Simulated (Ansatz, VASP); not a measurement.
## Two plane-wave programs on TePb

```
Pb Te
1.0
     0.00000    3.16980    3.27873
     3.16980    0.00000    3.27873
     3.16980    3.16980    0.00000
Pb Te
1 1
Direct
  0.00000 0.00000 0.00000
  0.50000 0.50000 0.50000
```

Change from the starting cell: epitaxial_xy strain -3.0%.

Alike in both runs: task single point; functional r2SCAN; k mesh 8 × 8 × 8; no spin polarisation.

```csv
,VASP,Ansatz
version,VASP 6.6.1,Ansatz 0.2.0
potentials or method,"VASP PAW PBE potentials, release 64 (Pb_d, Te)","plane waves, PAW"
plane-wave cutoff (eV),520,500
occupations,"gaussian, width 0.01 eV",fixed
valence electrons in the cell,20,30
```

Ansatz gave:

| Property | Result |
| --- | --- |
| gap on the k mesh at the Fermi level (eV) | 0.88 |
| pressure (GPa) | 2.9 |
| largest component of the traceless stress (GPa) | 2.95 |

**Question.** Estimate VASP's values.

**Answer.** gap on the k mesh at the Fermi level (eV): 0.88; pressure (GPa): 2.9; largest component of the traceless stress (GPa): 2.96.

The two sets of potentials don't hold the same shells in valence.

Caveats: the PAW data sets were made with another functional, which shifts forces and pressure a little (VASP); spin-orbit coupling is left out, which as a rule narrows the gap of such compounds by several tenths of an eV. A k mesh can miss the band edges.
